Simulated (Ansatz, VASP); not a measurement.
## ScAl2: VASP beside Ansatz

File INCAR:

```
ALGO = Normal
EDIFF = 1E-6
ENCUT = 520
GGA = CA
ISIF = 2
ISMEAR = 1
LASPH = True
LCHARG = False
LREAL = False
LWAVE = False
NBANDS = 26
NELM = 80
PREC = Accurate
SIGMA = 0.1
```

Contents of KPOINTS:

```
k-points
0
Gamma
  5 5 5
```

Contents of POSCAR:

```
ScAl2
1.0
    0.0000000000      3.9230881843      3.9230881843
    3.9230881843      0.0000000000      3.9230881843
    3.9230881843      3.9230881843      0.0000000000
Sc Al
2 4
Direct
    0.5000000000      0.5000000000      0.5000000000
    0.7500000000      0.7500000000      0.7500000000
    0.1250000000      0.1250000000      0.1250000000
    0.6250000000      0.1250000000      0.1250000000
    0.1250000000      0.6250000000      0.1250000000
    0.1250000000      0.1250000000      0.6250000000
```

Input for Ansatz:

```yaml
crystal:
  lattice:
    - [0.0, 3.9230881842680256, 3.9230881842680256]
    - [3.9230881842680256, 0.0, 3.9230881842680256]
    - [3.9230881842680256, 3.9230881842680256, 0.0]
  atoms:
    - { symbol: Sc, position: [0.5, 0.5, 0.5] }
    - { symbol: Sc, position: [0.75, 0.75, 0.75] }
    - { symbol: Al, position: [0.125, 0.125, 0.125] }
    - { symbol: Al, position: [0.625, 0.125, 0.125] }
    - { symbol: Al, position: [0.125, 0.625, 0.125] }
    - { symbol: Al, position: [0.125, 0.125, 0.625] }
basis:
  ecutwfc: 653.073269903712
  xc_grid: 2
kpoints:
  mp_grid:
    grid: [5, 5, 5]
hamiltonian:
  xc: lda
scf:
  n_extra_bands: 12
  convergence:
    dr2_threshold: 1.0e-07
  occupations:
    method: methfessel_paxton
output:
  stress: true
```

The cell comes from a database or a generator and needn't be the stable form of this composition.

Alike in both runs: task single point; functional LDA; k mesh 5 × 5 × 5; no spin polarisation.

|  | VASP | Ansatz |
| --- | --- | --- |
| version | VASP 6.6.1 | Ansatz 0.2.0 |
| potentials or method | VASP PAW LDA potentials, release 64 (Sc_sv, Al) | plane waves, PAW |
| plane-wave cutoff (eV) | 520 | 653 |
| occupations | methfessel-paxton of order 1, width 0.1 eV | methfessel-paxton of order 1 |
| valence electrons in the cell | 34 | 34 |

```tsv
	VASP	Ansatz	Ansatz less VASP
pressure (GPa)	-10.9	-11.0	-0.07
```

Ansatz warned: «stress_scf_threshold_loose».
